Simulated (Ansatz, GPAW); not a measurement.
# Geometry or basis: what sets the conductance of ethane-1,2-diamine between two Pd chains

How well does ethane-1,2-diamine between two Pd chains conduct once its atoms have relaxed, and how much do cheaper levels lose?

Calculated with GPAW 26.7.0 and Ansatz 0.2.0; Ansatz plane waves; relaxation of the junction with the lead ends held; PAW set soft_1, in the first sound run; inputs show where later runs differ.

**1. The structure**

The cell holds 28 atoms: 16 Pd, 2 N, 8 H and 2 C. Its edges and angles: a = 9.069 Å, b = 9.000 Å, c = 44.886 Å, α = 90.0°, β = 90.0°, γ = 90.0°. Regions: left lead, 8 atoms (8 Pd); channel, 12 atoms (2 N, 8 H and 2 C); right lead, 8 atoms (8 Pd). Vacuum lies along a and b. The structure is stacked along c, and the current runs across the ab planes.

**2. Relaxation**

Transmission follows bond lengths closely, so the atoms between the held lead ends are relaxed first, from a slightly shaken start that lets symmetry break.

File input.yaml:

```yaml
crystal:
  lattice:
    - [9.0690570503, 0.0, 0.0]
    - [0.0, 9.0, 0.0]
    - [0.0, 0.0, 44.8858947244]
  atoms:
    - { symbol: Pd, position: [0.5, 0.5, 0.0278483922] }
    - { symbol: Pd, position: [0.5, 0.5, 0.0835451766] }
    - { symbol: Pd, position: [0.5, 0.5, 0.1392419609] }
    - { symbol: Pd, position: [0.5, 0.5, 0.1949387453] }
    - { symbol: Pd, position: [0.5, 0.5, 0.2506355297] }
    - { symbol: Pd, position: [0.5, 0.5, 0.3063323141] }
    - { symbol: Pd, position: [0.4960078005, 0.5004378597, 0.3618747089] }
    - { symbol: Pd, position: [0.4982659224, 0.5009711253, 0.418346376] }
    - { symbol: "N", position: [0.425242301, 0.4960641889, 0.4608672724] }
    - { symbol: H, position: [0.3568384899, 0.5937202807, 0.4625914483] }
    - { symbol: H, position: [0.3606952616, 0.4057244233, 0.4639599946] }
    - { symbol: H, position: [0.6031119663, 0.5960415282, 0.4819773696] }
    - { symbol: H, position: [0.6135175673, 0.4018277433, 0.4818858509] }
    - { symbol: C, position: [0.5277938048, 0.5030560332, 0.4841868501] }
    - { symbol: C, position: [0.467064644, 0.5058011837, 0.5144953253] }
    - { symbol: H, position: [0.3931125376, 0.6020120483, 0.5191951083] }
    - { symbol: H, position: [0.395465224, 0.3987502952, 0.5177160377] }
    - { symbol: H, position: [0.6391592176, 0.4103277667, 0.5375135858] }
    - { symbol: H, position: [0.6422239141, 0.5909081446, 0.5374235127] }
    - { symbol: "N", position: [0.5721110592, 0.5001010354, 0.5380637499] }
    - { symbol: Pd, position: [0.4972087624, 0.5025309486, 0.5826000521] }
    - { symbol: Pd, position: [0.5042396611, 0.4946710963, 0.6384864474] }
    - { symbol: Pd, position: [0.5, 0.5, 0.6936676859] }
    - { symbol: Pd, position: [0.5, 0.5, 0.7493644703] }
    - { symbol: Pd, position: [0.5, 0.5, 0.8050612547] }
    - { symbol: Pd, position: [0.5, 0.5, 0.8607580391] }
    - { symbol: Pd, position: [0.5, 0.5, 0.9164548234] }
    - { symbol: Pd, position: [0.5, 0.5, 0.9721516078] }
kpoints:
  mp_grid: { grid: [1, 1, 2] }
hamiltonian:
  xc: pbe
  pseudopotentials: { kind: paw, azcp: { folder: soft_1 } }
scf:
  occupations: { method: fermi_dirac, width: 0.1 }
relax:
  f_tol: 0.03
  max_steps: 80
  constraints: [{ sites: [0, 1, 2, 3, 4, 5, 22, 23, 24, 25, 26, 27] }]
```

Run with:

```sh
ansatz run input.yaml --threads 4 --pin off --max-ram 8192MiB --backend cpu --events-out ev --progress --plain --runs-dir out
```

Numbers of over 12 decimals in the logs are rounded to 6 here.

The log of the run:

```text
Engine: ansatz 0.2.0, aarch64-unknown-linux-gnu
Pseudopotentials: kind: paw
Pseudopotential: Pd, paw, valence charge 18, recommended cutoff 420 eV (normal), soft_1/Pd.paw.azcp
Pseudopotential: N, paw, valence charge 5, recommended cutoff 420 eV (normal), soft_1/N.paw.azcp
Pseudopotential: H, paw, valence charge 1, recommended cutoff 420 eV (normal), soft_1/H.paw.azcp
Pseudopotential: C, paw, valence charge 4, recommended cutoff 420 eV (normal), soft_1/C.paw.azcp
Functional definition: PBE
  parameter kappa = 0.804
  parameter beta = 0.066725
  exchange = pbe_x(kappa = kappa, mu = beta*pi^2/3)
  correlation = pbe_c(beta = beta)
Crystal: 28 atoms, lattice volume = 3663.655 Å³
Basis set: ecut = 420 eV, 71603 PW (Γ), exchange–correlation on 128×128×640 points (8 copies of the dense FFT grid, shifted against one another)
Bands: 189, of which v1, the nominal top of the filled ones, is band 157 counted from 1 (156 counted from 0)
Symmetry: 1 space group operations
Space group: P1 (ITA 1), of the structure as read, at distance tolerance 1.5e-4 Å
k-points: 2
Non-local potential: Pd, projectors of the file, l = 0: 2, l = 1: 2, l = 2: 2, l = 3: 1
Non-local potential: N, projectors of the file, l = 0: 2, l = 1: 2, l = 2: 1
Non-local potential: H, projectors of the file, l = 0: 2, l = 1: 1
Non-local potential: C, projectors of the file, l = 0: 2, l = 1: 2, l = 2: 1
PAW form: soft (Blöchl's): semilocal exchange-correlation on the pseudo side does not see the compensation charge
PAW one-centre angular grid: Pd, 590 points (default); XC on 64 Gauss nodes
PAW one-centre angular grid: N, 110 points (default); XC on 64 Gauss nodes
PAW one-centre angular grid: H, 110 points (default); XC on 64 Gauss nodes
PAW one-centre angular grid: C, 110 points (default); XC on 64 Gauss nodes
Initial density: superposition of atomic densities (neutral atoms: chi_scale 0, normalization atom)
Initial wavefunctions: pseudopotential atomic-orbital guess
Functional: x = pbe(κ = 0.804, μ = 0.219515), c = pbe(β = 0.066725)
SCF iter   1: F=—  HF=-112946.434779 eV  |F-HF|=—  |Δ(HF+E_count)|=         —  Δρ=4.78e-2  dr2=1.12e2  ethr=3.10e-3  ⟨swp⟩=10.0  Hψ=1914  notcnv=0
preconditioner: auto → LDOS  [metal: Δε(μ)=0.093 eV  Ē_g=4.134 eV  σ=0.100 eV  W_gap=0.23  n_scr=372 (ndim 8)  ℏωp=8.2 eV  f_vac=0.788  D(μ)=33.31/eV (n_scr^D=122)  β→1.0]
SCF iter   2: F=—  HF=-112932.752466 eV  |F-HF|=—  |Δ(HF+E_count)|=    1.37e1  Δρ=3.83e-2  dr2=4.70e1  ethr=3.10e-3  ⟨swp⟩=7.0  Hψ=1157  notcnv=0  defer=1
SCF iter   3: F=—  HF=-112926.806256 eV  |F-HF|=—  |Δ(HF+E_count)|=    5.95e0  Δρ=1.30e-2  dr2=8.86e0  ethr=3.10e-3  ⟨swp⟩=4.0  Hψ=1040  notcnv=0  defer=16
SCF iter   4: F=—  HF=-112925.682258 eV  |F-HF|=—  |Δ(HF+E_count)|=    1.12e0  Δρ=4.19e-3  dr2=1.06e0  ethr=2.82e-3  ⟨swp⟩=2.0  Hψ=464  notcnv=0  defer=16
SCF iter   5: F=—  HF=-112925.593773 eV  |F-HF|=—  |Δ(HF+E_count)|=   8.85e-2  Δρ=1.53e-3  dr2=2.02e-1  ethr=3.38e-4  ⟨swp⟩=2.0  Hψ=596  notcnv=0  defer=16
SCF iter   6: F=—  HF=-112925.601546 eV  |F-HF|=—  |Δ(HF+E_count)|=   7.77e-3  Δρ=8.62e-4  dr2=4.52e-2  ethr=6.44e-5  ⟨swp⟩=2.0  Hψ=456  notcnv=0  defer=18
SCF iter   7: F=—  HF=-112925.598081 eV  |F-HF|=—  |Δ(HF+E_count)|=   3.46e-3  Δρ=4.43e-4  dr2=1.53e-2  ethr=1.44e-5  ⟨swp⟩=2.5  Hψ=542  notcnv=0  defer=18
SCF iter   8: F=—  HF=-112925.599626 eV  |F-HF|=—  |Δ(HF+E_count)|=   1.54e-3  Δρ=2.94e-4  dr2=6.40e-3  ethr=4.89e-6  ⟨swp⟩=2.0  Hψ=366  notcnv=0  defer=18
SCF iter   9: F=—  HF=-112925.599215 eV  |F-HF|=—  |Δ(HF+E_count)|=   4.11e-4  Δρ=1.56e-4  dr2=1.67e-3  ethr=2.04e-6  ⟨swp⟩=2.0  Hψ=376  notcnv=0  defer=18
SCF iter  10: F=—  HF=-112925.599216 eV  |F-HF|=—  |Δ(HF+E_count)|=   1.31e-6  Δρ=6.99e-5  dr2=3.61e-4  ethr=5.30e-7  ⟨swp⟩=1.0  Hψ=357  notcnv=0  defer=18
SCF iter  11: F=—  HF=-112925.599242 eV  |F-HF|=—  |Δ(HF+E_count)|=   2.61e-5  Δρ=3.71e-5  dr2=9.52e-5  ethr=1.15e-7  ⟨swp⟩=2.0  Hψ=526  notcnv=0  defer=18
SCF iter  12: F=—  HF=-112925.599241 eV  |F-HF|=—  |Δ(HF+E_count)|=   1.47e-6  Δρ=2.20e-5  dr2=3.34e-5  ethr=3.03e-8  ⟨swp⟩=2.0  Hψ=383  notcnv=0  defer=18
SCF iter  13: F=-112925.599234 eV  HF=-112925.599240 eV  |F-HF|=6.24e-6  |Δ(HF+E_count)|=   5.19e-7  Δρ=9.72e-6  dr2=7.80e-6  ethr=7.17e-9  ⟨swp⟩=4.0  Hψ=1089  notcnv=0
smearing: bands 156 to 157 share 1.957 electrons (they would hold 2.000 with every lower band full and every higher one empty; bands counted from 0; each is filled to between 0.4745 and 0.5095 of a full level; at each k-point the levels lie within 1.3e-2 eV, against a smearing width of 0.1000 eV). The entropy term TS of this state is 1.5890 eV
SCF 1 converged in 13 iterations: F = -112925.599234 eV  dr2 = 7.80e-6
  greatest PAW one-centre occupation: 1.000 electrons in one spin orbital (limit 2), on the Pd atom at site 7 (counted from 0), in its partial waves of l = 0
relax step   1: F+E_penalty+E_count = -112925.59923420 eV  Δ(F+E_penalty+E_count) = +0.000e0 eV  max|allowed force component| = 4.241e0 eV/Å  Δτ_max = 0.0000 Å  (13 SCF iters, dr2 threshold 2.25e-5 eV, accepted)
Initial density: handed on by an earlier stage of this run
Initial wavefunctions: those handed on with the density
iter 1 solved again at ethr=7.14e-4 eV; its pass at ethr=3.10e-3 eV (dr2=2.24e0 eV) is discarded
SCF iter   1: F=—  HF=-112926.258129 eV  |F-HF|=—  |Δ(HF+E_count)|=         —  Δρ=4.47e-3  dr2=1.39e0  ethr=7.14e-4  ⟨swp⟩=1.0  Hψ=1230  notcnv=0  defer=21
eigensolver tolerance schedule: the retry pair's looser diagonalisation over-reported the residual by 0.61 of it (diagonalisation noise at 0.22 of the residual, at the tolerance the schedule requests for it); recorded, not acted on — ethr = c·dr2/N_el stays at c = 1.0e-1
preconditioner: auto → LDOS  [metal: Δε(μ)=0.030 eV  Ē_g=4.745 eV  σ=0.100 eV  W_gap=0.08  n_scr=372 (ndim 8)  ℏωp=8.3 eV  f_vac=0.779  D(μ)=50.75/eV (n_scr^D=250)  β→1.0]
SCF iter   2: F=—  HF=-112926.230423 eV  |F-HF|=—  |Δ(HF+E_count)|=   2.77e-2  Δρ=1.74e-3  dr2=1.54e-1  ethr=4.43e-4  ⟨swp⟩=2.0  Hψ=584  notcnv=0  defer=21
SCF iter   3: F=—  HF=-112926.205782 eV  |F-HF|=—  |Δ(HF+E_count)|=   2.46e-2  Δρ=9.02e-4  dr2=4.69e-2  ethr=4.91e-5  ⟨swp⟩=3.0  Hψ=654  notcnv=0  defer=21
SCF iter   4: F=—  HF=-112926.199622 eV  |F-HF|=—  |Δ(HF+E_count)|=   6.16e-3  Δρ=2.48e-4  dr2=3.13e-3  ethr=1.49e-5  ⟨swp⟩=2.0  Hψ=556  notcnv=0  defer=21
SCF iter   5: F=—  HF=-112926.199248 eV  |F-HF|=—  |Δ(HF+E_count)|=   3.73e-4  Δρ=1.24e-4  dr2=1.30e-3  ethr=9.97e-7  ⟨swp⟩=2.0  Hψ=620  notcnv=0  defer=21
SCF iter   6: F=—  HF=-112926.199343 eV  |F-HF|=—  |Δ(HF+E_count)|=   9.43e-5  Δρ=8.26e-5  dr2=5.02e-4  ethr=4.14e-7  ⟨swp⟩=1.0  Hψ=357  notcnv=0  defer=21
[...]
relax step   4: F+E_penalty+E_count = -112926.46919217 eV  Δ(F+E_penalty+E_count) = -5.661e-2 eV  max|allowed force component| = 1.689e-1 eV/Å  Δτ_max = 0.2000 Å  (9 SCF iters, dr2 threshold 1.43e-5 eV, accepted)
[...]
relax step   5: F+E_penalty+E_count = -112926.50117074 eV  Δ(F+E_penalty+E_count) = -3.198e-2 eV  max|allowed force component| = 6.401e-2 eV/Å  Δτ_max = 0.1948 Å  (10 SCF iters, dr2 threshold 1.78e-6 eV, accepted)
[...]
relax step   6: F+E_penalty+E_count = -112926.51210623 eV  Δ(F+E_penalty+E_count) = -1.094e-2 eV  max|allowed force component| = 2.877e-2 eV/Å  Δτ_max = 0.1505 Å  (13 SCF iters, accepted)
SCF iter   1: F=—  HF=-112926.540843 eV  |F-HF|=—  |Δ(HF+E_count)|=         —  Δρ=2.25e-3  dr2=1.21e-1  ethr=4.66e-4  ⟨swp⟩=4.0  Hψ=705  notcnv=0  defer=25
preconditioner: auto → LDOS  [metal: Δε(μ)=0.090 eV  Ē_g=4.647 eV  σ=0.100 eV  W_gap=0.21  n_scr=372 (ndim 8)  ℏωp=8.3 eV  f_vac=0.778  D(μ)=52.81/eV (n_scr^D=282)  β→1.0]
SCF iter   2: F=—  HF=-112926.537506 eV  |F-HF|=—  |Δ(HF+E_count)|=   3.34e-3  Δρ=1.27e-3  dr2=1.15e-1  ethr=3.85e-5  ⟨swp⟩=2.5  Hψ=740  notcnv=0  defer=25
SCF iter   3: F=—  HF=-112926.512952 eV  |F-HF|=—  |Δ(HF+E_count)|=   2.46e-2  Δρ=3.13e-4  dr2=6.39e-3  ethr=3.65e-5  ⟨swp⟩=2.0  Hψ=638  notcnv=0  defer=25
SCF iter   4: F=—  HF=-112926.512786 eV  |F-HF|=—  |Δ(HF+E_count)|=   1.66e-4  Δρ=2.25e-4  dr2=3.22e-3  ethr=2.04e-6  ⟨swp⟩=2.0  Hψ=570  notcnv=0  defer=25
SCF iter   5: F=—  HF=-112926.512605 eV  |F-HF|=—  |Δ(HF+E_count)|=   1.80e-4  Δρ=1.07e-4  dr2=9.73e-4  ethr=1.03e-6  ⟨swp⟩=2.0  Hψ=450  notcnv=0  defer=25
SCF iter   6: F=—  HF=-112926.512649 eV  |F-HF|=—  |Δ(HF+E_count)|=   4.39e-5  Δρ=5.16e-5  dr2=2.10e-4  ethr=3.10e-7  ⟨swp⟩=2.0  Hψ=437  notcnv=0  defer=25
SCF iter   7: F=—  HF=-112926.512619 eV  |F-HF|=—  |Δ(HF+E_count)|=   3.07e-5  Δρ=2.41e-5  dr2=4.57e-5  ethr=6.68e-8  ⟨swp⟩=2.0  Hψ=374  notcnv=0  defer=25
SCF iter   8: F=—  HF=-112926.513805 eV  |F-HF|=—  |Δ(HF+E_count)|=   1.19e-3  Δρ=1.14e-5  dr2=9.84e-6  ethr=1.45e-8  ⟨swp⟩=2.0  Hψ=548  notcnv=0  defer=25
SCF iter   9: F=—  HF=-112926.513805 eV  |F-HF|=—  |Δ(HF+E_count)|=   1.81e-7  Δρ=6.22e-6  dr2=3.35e-6  ethr=3.13e-9  ⟨swp⟩=2.0  Hψ=532  notcnv=0  defer=25
SCF iter  10: F=—  HF=-112926.513805 eV  |F-HF|=—  |Δ(HF+E_count)|=   9.21e-8  Δρ=3.36e-6  dr2=1.04e-6  ethr=1.07e-9  ⟨swp⟩=2.0  Hψ=355  notcnv=0  defer=25
SCF iter  11: F=—  HF=-112926.513805 eV  |F-HF|=—  |Δ(HF+E_count)|=   4.99e-8  Δρ=1.72e-6  dr2=1.96e-7  ethr=3.32e-10  ⟨swp⟩=2.0  Hψ=517  notcnv=0  defer=25
SCF iter  12: F=-112926.513805 eV  HF=-112926.513805 eV  |F-HF|=6.57e-8  |Δ(HF+E_count)|=   4.48e-9  Δρ=9.74e-7  dr2=7.39e-8  ethr=3.18e-11  ⟨swp⟩=4.0  Hψ=1153  notcnv=0
smearing: bands 156 to 157 share 1.939 electrons (they would hold 2.000 with every lower band full and every higher one empty; bands counted from 0; each is filled to between 0.4787 and 0.4906 of a full level; at each k-point the levels lie within 4.4e-3 eV, against a smearing width of 0.1000 eV). The entropy term TS of this state is 1.6683 eV
SCF 7 converged in 12 iterations: F = -112926.513805 eV  dr2 = 7.39e-8
relax step   7: F+E_penalty+E_count = -112926.51380477 eV  Δ(F+E_penalty+E_count) = -1.699e-3 eV  max|allowed force component| = 2.625e-2 eV/Å  Δτ_max = 0.0899 Å  (12 SCF iters, accepted)
SCF converged after 12 iterations
Free energy (F): -112926.513805 eV
Harris-Foulkes:  -112926.513805 eV  (|F-HF|=6.57e-8)
Internal energy: -112924.845523 eV  (E = F + TS)
E sigma→0 (E₀):  -112925.679664 eV
Entropy (-TS):   -1.668281 eV (-59.581 meV/atom)
Fermi energy:    -3.146344 eV
--- Per-component energies (eV) ---
  E_band       = -8793.989052
  E_kinetic    = 7752.547793
  E_local      = -106789.211041  (includes V_loc(G=0)·N_el)
  E_nonlocal   = 6094.101514
  E_hartree    = 47099.565794
  E_xc         = -2450.706343
  E_vxc        = -3089.034491  (∫ρ·V_xc dr)
  E_paw        = -61478.099746  (= ΣΔE_a)
  E_vpaw       = -6961.525825  (= ΣTr[D̂ρ^β])
  E_aug_tail   = -0.003031  (compensation charges beyond the density's cutoff)
  E_ewald      = -3153.040462
  E_smearing   = -1.668281  (= −TS)
  E_closure    = 0.000000  (closes the sum)
  Σ components = -112926.513805   (vs F -112926.513805, Δ=0.00e0)
--- Forces (eV/Å), atoms counted from 1 ---
  atom   1  Pd     0.00064572    -0.00005673    -0.00450329
  atom   2  Pd    -0.00134071     0.00002545    -0.00495176
  atom   3  Pd    -0.00129347     0.00002345     0.03648555
  atom   4  Pd    -0.00536660     0.00023432    -0.06605977
  atom   5  Pd    -0.04229232     0.00101869     0.08755561
  atom   6  Pd     0.06362590    -0.00094521    -0.01128730
  atom   7  Pd     0.00467580    -0.00009720    -0.00862449
  atom   8  Pd     0.00265179    -0.00025898    -0.00013063
  atom   9  N     -0.00545966    -0.00157839    -0.00598318
  atom  10  H      0.00399719    -0.00078787    -0.00068767
  atom  11  H      0.00536195     0.00202862    -0.00096881
  atom  12  H     -0.00741906    -0.00454040    -0.00257506
  atom  13  H     -0.00943256     0.00432590    -0.00102634
  atom  14  C     -0.02544897     0.00267155     0.00958191
  atom  15  C      0.02624710    -0.00284952    -0.01176860
  atom  16  H      0.00641649    -0.00511286     0.00063599
  atom  17  H      0.00672800     0.00609514     0.00206620
  atom  18  H     -0.00432791     0.00029200    -0.00013464
  atom  19  H     -0.00432984    -0.00164793    -0.00075816
  atom  20  N      0.00571773     0.00287976     0.01314969
  atom  21  Pd    -0.00221499    -0.00175530    -0.00269887
  atom  22  Pd    -0.00259706    -0.00035067     0.00829481
  atom  23  Pd    -0.06280897    -0.00227040     0.01282556
  atom  24  Pd     0.04137230     0.00212184    -0.08762856
  atom  25  Pd     0.00490361     0.00046349     0.06604231
  atom  26  Pd     0.00123150     0.00006051    -0.03628858
  atom  27  Pd     0.00131925     0.00007178     0.00499972
  atom  28  Pd    -0.00061034    -0.00005868     0.00442489
  max |Σ_I F_I| component: 4.81e-5 eV/Å
--- Relaxed structure (7 steps of the walk, 7 accepted, 0 SCFs on fresh bases) ---
  F+E_penalty+E_count = -112926.51380477 eV   max|allowed force component| = 2.625e-2 eV/Å
  atoms:
    - { symbol: Pd, position: [0.5, 0.5, 0.027848] }
    - { symbol: Pd, position: [0.5, 0.5, 0.0835451766] }
    - { symbol: Pd, position: [0.5, 0.5, 0.1392419609] }
    - { symbol: Pd, position: [0.5, 0.5, 0.1949387453] }
    - { symbol: Pd, position: [0.5, 0.5, 0.2506355297] }
    - { symbol: Pd, position: [0.5, 0.5, 0.3063323141] }
    - { symbol: Pd, position: [0.405236, 0.501825, 0.358387] }
    - { symbol: Pd, position: [0.505542, 0.501039, 0.410940] }
    - { symbol: N, position: [0.438262, 0.500992, 0.458580] }
    - { symbol: H, position: [0.370466, 0.591854, 0.459411] }
    - { symbol: H, position: [0.370901, 0.409801, 0.459437] }
    - { symbol: H, position: [0.610788, 0.599759, 0.482711] }
    - { symbol: H, position: [0.611488, 0.403432, 0.482712] }
    - { symbol: C, position: [0.539642, 0.501338, 0.484633] }
    - { symbol: C, position: [0.460317, 0.501108, 0.515221] }
    - { symbol: H, position: [0.388511, 0.599042, 0.517137] }
    - { symbol: H, position: [0.389166, 0.402685, 0.517140] }
    - { symbol: H, position: [0.629503, 0.410693, 0.540465] }
    - { symbol: H, position: [0.628856, 0.592756, 0.540460] }
    - { symbol: N, position: [0.561608, 0.501479, 0.541281] }
    - { symbol: Pd, position: [0.493907, 0.501534, 0.588915] }
    - { symbol: Pd, position: [0.593411, 0.503983, 0.641524] }
    - { symbol: Pd, position: [0.5, 0.5, 0.6936676859] }
    - { symbol: Pd, position: [0.5, 0.5, 0.7493644703] }
    - { symbol: Pd, position: [0.5, 0.5, 0.8050612547] }
    - { symbol: Pd, position: [0.5, 0.5, 0.8607580391] }
    - { symbol: Pd, position: [0.5, 0.5, 0.916455] }
    - { symbol: Pd, position: [0.5, 0.5, 0.972152] }
```

Wall time 3.5 min (4 threads of Arm Neoverse V1, shared host); peak memory 5.8 GiB; 14 min of CPU time.

The steps of the relaxation:

```tsv
step	energy less that of the first step (eV)	largest force component (eV/Å)
1	0.0000	4.2415
2	-0.6000	1.9555
3	-0.8134	0.4790
4	-0.8700	0.1689
5	-0.9019	0.0640
6	-0.9129	0.0288
7	-0.9146	0.0262
```

The atoms that moved most (Å):

```tsv
atom	dx	dy	dz	length
Pd7	-0.823	0.012	-0.157	0.838
Pd22	0.809	0.084	0.136	0.824
Pd8	0.066	0.001	-0.332	0.339
Pd21	-0.030	-0.009	0.283	0.285
H11	0.093	0.037	-0.203	0.226
H10	0.124	-0.017	-0.143	0.190
H19	-0.121	0.017	0.136	0.183
N20	-0.095	0.012	0.144	0.173
```

Numbers from this step:

```yaml
free_energy: -112926.5138 eV
smearing_term_ts: 1.668 eV
symmetry_operations: 1
```

The relaxation lowered the energy of the cell by 0.915 eV.

(Part 1 of 4 ends here.)

[Logs are printed without paths, hosts, clocks, repeated set-up lines and the standing remarks that a program may print on its own settings, such as how far it seeks lower states.]

[Hosts, paths, dates, database ids (printed as entryN), source tags and the programs' standing remarks are cut or masked in the printed files.]
